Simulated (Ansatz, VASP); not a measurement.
# KI: VASP beside Ansatz

```xyz
2
Lattice="4.1427 0.0000 0.0000 0.0000 4.1427 0.0000 0.0000 0.0000 4.1427" Properties=species:S:1:pos:R:3 pbc="T T T"
K     0.0000    0.0000    0.0000
I     2.0714    2.0714    2.0714
```

Alike in both runs: task single point; functional PBE; k mesh 4 × 4 × 4; occupations gaussian, width 0.1 eV; no spin polarisation.

```csv
,VASP,Ansatz
version,VASP 6.6.1,Ansatz 0.2.0
potentials or method,"VASP PAW PBE potentials, release 64 (K_sv, I)","scalar-relativistic, plane waves, PAW"
plane-wave cutoff (eV),520,420
valence electrons in the cell,16,26
```

|  | VASP | Ansatz | Ansatz less VASP |
| --- | --- | --- | --- |
| gap on the k mesh at the Fermi level (eV) | 3.62 | 3.63 | +0.005 |
| least direct gap on the mesh (eV) | 3.79 | 3.80 | +0.008 |
| pressure (GPa) | 2.6 | 2.6 | -0.04 |

The two sets of potentials don't hold the same shells in valence.

Caveats: spin-orbit coupling is left out, which moves the levels of the heavy elements. A k mesh can miss the band edges.
